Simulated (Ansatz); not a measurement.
Reactions of C8H6 (`C#Cc1ccccc1`).

Gas-phase electronic energies from Ansatz, PBE0-D4/def2-TZVP geometries. CCSD(T)/CBS adds triple-zeta CCSD(T) − MP2 to the extrapolated MP2 energy (def2 sets, frozen cores). This one scheme is used for every species. Functionals use def2-TZVPP. For Br, Ge outer-core shells are correlated without core-valence functions, which leaves a few kJ/mol of doubt a bond. Scalar relativity is left out up to krypton. Each species was taken in one conformer, which may not be the lowest.

```json
{"reaction": "`C#Cc1ccccc1` + `SS` → `C#CSS` + `c1ccccc1`", "CCSD(T)/CBS(def2) (eV)": "?"}
{"reaction": "`C#Cc1ccccc1` + `C[SiH2][NH][GeH3]` → `C[SiH2][N]([GeH3])c1ccccc1` + `C#C`", "CCSD(T)/CBS(def2) (eV)": "0.39"}
{"reaction": "`C#Cc1ccccc1` + HBr → `Brc1ccccc1` + `C#C`", "CCSD(T)/CBS(def2) (eV)": "0.46"}
{"reaction": "`C#Cc1ccccc1` + `COC=O` → `C#CCOC=O` + `c1ccccc1`", "CCSD(T)/CBS(def2) (eV)": "0.25"}
```

Task: Fill in the missing values. (Best estimate.)

Result: Ansatz gave: `C#Cc1ccccc1` + `SS` → `C#CSS` + `c1ccccc1`: +0.29 eV.

Largest T1 diagnostic: 0.015, for `COC=O`.
